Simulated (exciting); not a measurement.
# HgTe (Coloradoite) (F-43m) in exciting: settings compared

Aim: see how the results for HgTe (Coloradoite) move with the level of theory and the settings. Levels: WC+TS, PBE. Tasks: single point.

Everything below comes from runs of exciting (release sodium). Logs are shortened: lines on timing, memory, paths and dates and some standing lists are left out, and cuts for length are marked.

### Step 1. The crystal as given

It takes space group F-43m (No. 216, cubic). The conventional cell has a = 6.429 Å, b = 6.429 Å, c = 6.429 Å, α = 90.00°, β = 90.00°, γ = 90.00°. Around Hg (site symmetry -43m) lie 4 Te at 2.78 Å. Around Te (site symmetry -43m) lie 4 Hg at 2.78 Å.

### Step 2. Single point, WC+TS

input.xml reads:

```xml
<input>
  <title>HgTe</title>
  <structure speciespath="./" tshift="false" cartesian="true">
    <crystal scale="1">
      <basevect>0.000000000000 6.074524627610 6.074524627610</basevect>
      <basevect>6.074524627610 0.000000000000 6.074524627610</basevect>
      <basevect>6.074524627610 6.074524627610 0.000000000000</basevect>
    </crystal>
    <species speciesfile="Hg.xml" rmt="2.3">
      <atom coord="0.000000000000 0.000000000000 0.000000000000"/>
    </species>
    <species speciesfile="Te.xml" rmt="2.3">
      <atom coord="9.111786941414 9.111786941414 9.111786941414"/>
    </species>
  </structure>
  <groundstate do="fromscratch" ngridk="7 7 7" rgkmax="9" gmaxvr="14" lmaxapw="10" lmaxmat="10" lmaxvr="8" stype="Gaussian" swidth="0.00367493" nempty="10" ValenceRelativity="iora*" epsengy="1e-05" epspot="1e-05" maxscl="60" tforce="true" outputlevel="low" vdWcorrection="TSvdW">
    <libxc exchange="XC_GGA_X_WC" correlation="XC_GGA_C_PBE"/>
  </groundstate>
  <properties>
    <chargedensityplot>
      <plot3d>
        <box grid="23 23 23">
          <origin coord="0 0 0"/>
          <point coord="1 0 0"/>
          <point coord="0 1 0"/>
          <point coord="0 0 1"/>
        </box>
      </plot3d>
    </chargedensityplot>
    <elfplot>
      <plot3d>
        <box grid="23 23 23">
          <origin coord="0 0 0"/>
          <point coord="1 0 0"/>
          <point coord="0 1 0"/>
          <point coord="0 0 1"/>
        </box>
      </plot3d>
    </elfplot>
    <exccplot>
      <plot3d>
        <box grid="23 23 23">
          <origin coord="0 0 0"/>
          <point coord="1 0 0"/>
          <point coord="0 1 0"/>
          <point coord="0 0 1"/>
        </box>
      </plot3d>
    </exccplot>
    <TSvdW/>
  </properties>
</input>
```

Potentials or basis: all-electron LAPW+lo, shipped species files, valence relativity iora*.

Run with:

```sh
> OMP_NUM_THREADS=1 exciting_smp
```

INFO.OUT:

```text
================================================================================
EXCITING SODIUM started
[... 10 lines left out ...]

 Lattice vectors (cartesian) :
      0.0000000000      6.0745246276      6.0745246276
      6.0745246276      0.0000000000      6.0745246276
      6.0745246276      6.0745246276      0.0000000000

 Reciprocal lattice vectors (cartesian) :
     -0.5171750624      0.5171750624      0.5171750624
      0.5171750624     -0.5171750624      0.5171750624
      0.5171750624      0.5171750624     -0.5171750624

 Unit cell volume                           :     448.2980884958
 Brillouin zone volume                      :       0.5533153493

 Species :    1 (Hg)
     parameters loaded from                 :    Hg.xml
     name                                   :    mercury

     atomic positions (cartesian) :
       1 :   0.00000000  0.00000000  0.00000000

 Species :    2 (Te)
     parameters loaded from                 :    Te.xml
     name                                   :    tellurium

     atomic positions (cartesian) :
       1 :   9.11178694  9.11178694  9.11178694

 Total number of atoms per unit cell        :       2

 Spin treatment                             :    spin-unpolarised

 Number of Bravais lattice symmetries       :      48
 Number of crystal symmetries               :      24

 k-point grid                               :       7    7    7
 Total number of k-points                   :      30
 k-point set is reduced with crystal symmetries

 R^MT_min * |G+k|_max (rgkmax)              :       9.00000000

 G-vector grid sizes                        :      40    40    40
 Total number of G-vectors                  :   20827

 Total nuclear charge                       :    -132.00000000
 Total electronic charge                    :     132.00000000

 Number of empty states                     :      10
 Total number of valence states             :      28

 Exchange-correlation type                  :     100
     libxc; exchange: Wu & Cohen; correlation: Perdew, Burke & Ernzerhof (see libxc for references)

 Smearing scheme                            :    Gaussian
 Smearing width                             :       0.00367493

++++++++++++++++++++++++++++++++++++++++++++++++++++++++++++++++++++++++++++++++
+ Ending initialization                                                        +
++++++++++++++++++++++++++++++++++++++++++++++++++++++++++++++++++++++++++++++++

********************************************************************************
* Groundstate module started                                                   *
********************************************************************************
 Output level for this task is set to low

++++++++++++++++++++++++++++++++++++++++++++++++++++++++++++++++++++++++++++++++
[... 5 lines left out ...]
+ SCF iteration number :    1                                                  +
++++++++++++++++++++++++++++++++++++++++++++++++++++++++++++++++++++++++++++++++
 Total energy                               :    -26443.95568437
 _______________________________________________________________
 Fermi energy                               :         0.18035831
 DOS at Fermi energy (states/Ha/cell)       :         2.46145733
 Electron charge: Core leakage              :         0.00336915

++++++++++++++++++++++++++++++++++++++++++++++++++++++++++++++++++++++++++++++++
+ SCF iteration number :    2                                                  +
++++++++++++++++++++++++++++++++++++++++++++++++++++++++++++++++++++++++++++++++
 Total energy                               :    -26453.24596368
 _______________________________________________________________
 Fermi energy                               :         0.17793472
 DOS at Fermi energy (states/Ha/cell)       :         2.46093384
 Electron charge: Core leakage              :         0.00334103

 RMS change in effective potential (target) :  0.387365E-01  ( 0.100000E-04)
 Absolute change in total energy   (target) :   9.29028      ( 0.100000E-04)
 Charge distance                   (target) :  0.172564E-02  ( 0.100000E-04)
 Abs. change in max-nonIBS-force   (target) :   0.00000      ( 0.500000E-04)

++++++++++++++++++++++++++++++++++++++++++++++++++++++++++++++++++++++++++++++++
+ SCF iteration number :    3                                                  +
++++++++++++++++++++++++++++++++++++++++++++++++++++++++++++++++++++++++++++++++
 Total energy                               :    -26455.86825975
 _______________________________________________________________
 Fermi energy                               :         0.17642761
 DOS at Fermi energy (states/Ha/cell)       :         2.46060881
 Electron charge: Core leakage              :         0.00332948

 RMS change in effective potential (target) :  0.296187E-01  ( 0.100000E-04)
 Absolute change in total energy   (target) :   2.62230      ( 0.100000E-04)
 Charge distance                   (target) :  0.579404E-03  ( 0.100000E-04)
 Abs. change in max-nonIBS-force   (target) :   0.00000      ( 0.500000E-04)

++++++++++++++++++++++++++++++++++++++++++++++++++++++++++++++++++++++++++++++++
+ SCF iteration number :    4                                                  +
++++++++++++++++++++++++++++++++++++++++++++++++++++++++++++++++++++++++++++++++
 Total energy                               :    -26456.24937152
 _______________________________________________________________
 Fermi energy                               :         0.17150518
 DOS at Fermi energy (states/Ha/cell)       :         2.46114030
 Electron charge: Core leakage              :         0.00331897
[... 113 lines left out ...]
 RMS change in effective potential (target) :  0.234154E-07  ( 0.100000E-04)
 Absolute change in total energy   (target) :  0.189287E-04  ( 0.100000E-04)
 Charge distance                   (target) :  0.198573E-07  ( 0.100000E-04)
 Abs. change in max-nonIBS-force   (target) :   0.00000      ( 0.500000E-04)

++++++++++++++++++++++++++++++++++++++++++++++++++++++++++++++++++++++++++++++++
+ SCF iteration number :   13                                                  +
++++++++++++++++++++++++++++++++++++++++++++++++++++++++++++++++++++++++++++++++
 Total energy                               :    -26456.72264773
 _______________________________________________________________
 Fermi energy                               :         0.17201563
 DOS at Fermi energy (states/Ha/cell)       :         2.46043423
 Electron charge: Core leakage              :         0.00331711

 RMS change in effective potential (target) :  0.198765E-08  ( 0.100000E-04)
 Absolute change in total energy   (target) :  0.363706E-05  ( 0.100000E-04)
 Charge distance                   (target) :  0.150979E-08  ( 0.100000E-04)
 Abs. change in max-nonIBS-force   (target) :   0.00000      ( 0.500000E-04)

++++++++++++++++++++++++++++++++++++++++++++++++++++++++++++++++++++++++++++++++
+ SCF iteration number :   14                                                  +
++++++++++++++++++++++++++++++++++++++++++++++++++++++++++++++++++++++++++++++++
 Total energy                               :    -26456.72264813
 _______________________________________________________________
 Fermi energy                               :         0.17201562
 DOS at Fermi energy (states/Ha/cell)       :         2.46043451
 Electron charge: Core leakage              :         0.00331711

 RMS change in effective potential (target) :  0.109241E-08  ( 0.100000E-04)
 Absolute change in total energy   (target) :  0.400756E-06  ( 0.100000E-04)
 Charge distance                   (target) :  0.259091E-09  ( 0.100000E-04)
 Abs. change in max-nonIBS-force   (target) :   0.00000      ( 0.500000E-04)

++++++++++++++++++++++++++++++++++++++++++++++++++++++++++++++++++++++++++++++++
| Convergency criteria checked for the last 2 iterations                       +
| Convergence targets achieved. Performing final SCF iteration                 +
++++++++++++++++++++++++++++++++++++++++++++++++++++++++++++++++++++++++++++++++
 Total energy                               :    -26456.74262041
 _______________________________________________________________
 Fermi energy                               :         0.17201562
 TS-vdW dispersion correction               :        -0.01997234
 DOS at Fermi energy (states/Ha/cell)       :         2.46043444
 Electron charge: Core leakage              :         0.00331711

++++++++++++++++++++++++++++++++++++++++++++++++++++++++++++++++++++++++++++++++
+ Self-consistent loop stopped                                                 +
++++++++++++++++++++++++++++++++++++++++++++++++++++++++++++++++++++++++++++++++
 STATE.OUT is written

--------------------------------------------------------------------------------
- Writing atomic positions and forces                                          -
--------------------------------------------------------------------------------

 Atomic positions (cartesian) :
 atom     1  Hg  :     0.00000000    0.00000000    0.00000000
 atom     2  Te  :     9.11178694    9.11178694    9.11178694

 Total atomic forces including IBS (cartesian) :
 atom     1  Hg  :    -0.00000000    0.00000000   -0.00000000
 atom     2  Te  :     0.00000000   -0.00000000    0.00000000

 Atomic force components including IBS (cartesian) :
 atom     1  Hg  :    -0.00000000   -0.00000000   -0.00000000   HF force
                 :    -0.00000000    0.00000000   -0.00000000   core correction
                 :    -0.00000000   -0.00000000   -0.00000000   IBS correction
                 :     0.00000000    0.00000000    0.00000000   TS-vdW force
 atom     2  Te  :     0.00000000    0.00000000    0.00000000   HF force
                 :     0.00000000   -0.00000000    0.00000000   core correction
                 :     0.00000000    0.00000000    0.00000000   IBS correction
                 :    -0.00000000   -0.00000000   -0.00000000   TS-vdW force

********************************************************************************
* Groundstate module stopped                                                   *
********************************************************************************

================================================================================
| EXCITING SODIUM stopped                                                      =
================================================================================
```

Run time: 3.8 min. Hardware: 1 thread of Arm Neoverse V1, shared host; peak memory 0.16 GiB.

Results:

| Property | Result |
| --- | --- |
| Free energy | -719924.6427 eV |
| Band gap on the k mesh | none (metal or under the smearing width) |
| Dispersion energy per atom | -0.272 eV |
| Density of states at the Fermi level | 0.09 states/eV per cell |

Levels at points of the mesh, in eV from the Fermi level:
```csv
k point,band 15,band 16,band 17,band 18,band 19,band 20
"(0.00, 0.00, 0.00)",-0.82,-0.03,-0.03,-0.03,4.14,4.14
```

### Step 3. Single point, PBE

Changes to input.xml since step 2:

```diff
@@ -2,3 +2,3 @@
   <title>HgTe</title>
-  <structure speciespath="./" tshift="false" cartesian="true">
+  <structure speciespath="./" tshift="false">
     <crystal scale="1">
@@ -12,8 +12,6 @@
     <species speciesfile="Te.xml" rmt="2.3">
-      <atom coord="9.111786941414 9.111786941414 9.111786941414"/>
+      <atom coord="0.750000000000 0.750000000000 0.750000000000"/>
     </species>
   </structure>
-  <groundstate do="fromscratch" ngridk="7 7 7" rgkmax="9" gmaxvr="14" lmaxapw="10" lmaxmat="10" lmaxvr="8" stype="Gaussian" swidth="0.00367493" nempty="10" ValenceRelativity="iora*" epsengy="1e-05" epspot="1e-05" maxscl="60" tforce="true" outputlevel="low" vdWcorrection="TSvdW">
-    <libxc exchange="XC_GGA_X_WC" correlation="XC_GGA_C_PBE"/>
-  </groundstate>
+  <groundstate do="fromscratch" ngridk="7 7 7" rgkmax="9" gmaxvr="14" lmaxapw="10" lmaxmat="10" lmaxvr="8" xctype="GGA_PBE" stype="Gaussian" swidth="0.00040424" nempty="10" ValenceRelativity="iora*" epsengy="1e-05" epspot="1e-05" maxscl="60" tforce="true" outputlevel="normal"/>
   <properties>
@@ -49,3 +47,2 @@
     </exccplot>
-    <TSvdW/>
   </properties>
```

Potentials or basis: all-electron LAPW+lo, shipped species files, valence relativity iora*.

Run with:

```sh
> OMP_NUM_THREADS=1 exciting_smp
```

Wall time 3.6 min (1 thread of Arm Neoverse V1, shared host); peak memory 0.16 GiB.

The run converged. Its results:

- Free energy: -719979.3631 eV
- Band gap on the k mesh: none (metal or under the smearing width)
- All electrons inside the program's atomic spheres: Hg 77.65; Te 49.04 (radii Hg 2.3, Te 2.3 bohr)

Levels at points of the mesh, in eV from the Fermi level:
```
           k point  band 13  band 14  band 15  band 16  band 17  band 18  band 19  band 20  band 21  band 22
(0.00, 0.00, 0.00)    -6.91    -6.91    -0.69     0.00     0.00     0.00     4.22     4.22     4.22     6.47
```
